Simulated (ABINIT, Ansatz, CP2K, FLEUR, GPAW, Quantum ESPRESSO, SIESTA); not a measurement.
**CaF₂ (Fm-3m, 3 atoms in the cell) computed with different codes at matched settings**

Self-consistent single point, at a second geometry (lattice scaled by 0.98). First geometry:

```xyz
3
Lattice="0.0000 2.6905 2.6905 2.6905 0.0000 2.6905 2.6905 2.6905 0.0000" Properties=species:S:1:pos:R:3 pbc="T T T"
Ca     0.0000     0.0000     0.0000
F      4.0357     4.0357     4.0357
F      1.3452     1.3452     1.3452
```

Shared settings, as Ansatz (a first-principles code) writes them: kpoints.mp_grid.grid = 11 11 11; scf.occupations.method = fixed. Potentials and cutoffs stand in the table.

```tsv
code	model	ΔF from the first geometry (meV/atom)	pressure (GPa)	gap on the mesh (eV)	cutoff
SIESTA	GGA PBE, numerical atomic orbitals DZP, PseudoDojo PBE standard norm-conserving potentials (rewritten from UPF to PSML)	74.5	20.21	7.560	grid 300 Ry
Ansatz	PBE, default PAW files	47.5	13.15	7.970	420 eV
FLEUR	PBE, all-electron FLAPW (FLEUR), scalar-relativistic valence	45.7	–	8.117	Kmax 4.1 1/bohr
ABINIT	PBE, PAW (JTH v2.0 PBE PAW)	47.3	13.31	7.957	24 Ha
CP2K	PBE, GPW, DZVP-MOLOPT-SR-GTH basis, GTH-PBE potentials (GTH_POTENTIALS)	58.0	16.21	8.030	grid 550 Ry
Quantum ESPRESSO	PBE, PSlibrary PAW (PBE) pseudopotentials	47.8	13.21	7.957	55 Ry
GPAW	PBE, GPAW PAW datasets PBE (gpaw-data 1.0.1)	49.7	–	7.951	950 eV
```

A dash marks a value that a program does not give, or that is left out as unsure.

Gaps are read on the mesh.

The spread over the programs that give each value: ΔF from the first geometry within 28.8 meV/atom; pressure within 7.06 GPa; gap on the mesh within 0.557 eV.

SIESTA and CP2K use small atom-centred bases, whose incompleteness enters pressures, forces and empty levels differently from a plane-wave cutoff. FLEUR treats all electrons, but the usual bases taken here (sphere radii, linearisation, local orbitals, empty states) were not tested for convergence, so the values are no reference for the others. Ansatz's pressure is given at a fixed set of plane waves, as the other plane-wave codes print theirs; with its correction for the finite basis it is 13.78 GPa (the shift of 0.63 GPa shows how far the cutoff is from converged). The pressure of GPAW is left out: its cutoff lies under the one at which its stress was checked. In the pressure, SIESTA (by 7.01) and CP2K (by 3.00) lie more than 1 GPa from the median of the plane-wave programs. In the gap, SIESTA (by 0.397) and FLEUR (by 0.160) lie more than 0.12 eV from the median of the plane-wave programs.

The starting cell comes from a database of computed structures (which also holds hypothetical and non-ambient phases and stackings), without a prior relaxation at this level. Its lattice was rescaled by a random factor within 2.5 % of one. For this run, on top of that: lattice scaled by 0.98.

Left out of this page: Elk (unsound by tests on forces, stress, charge or solver warnings).

Keys are those of Ansatz 0.2.
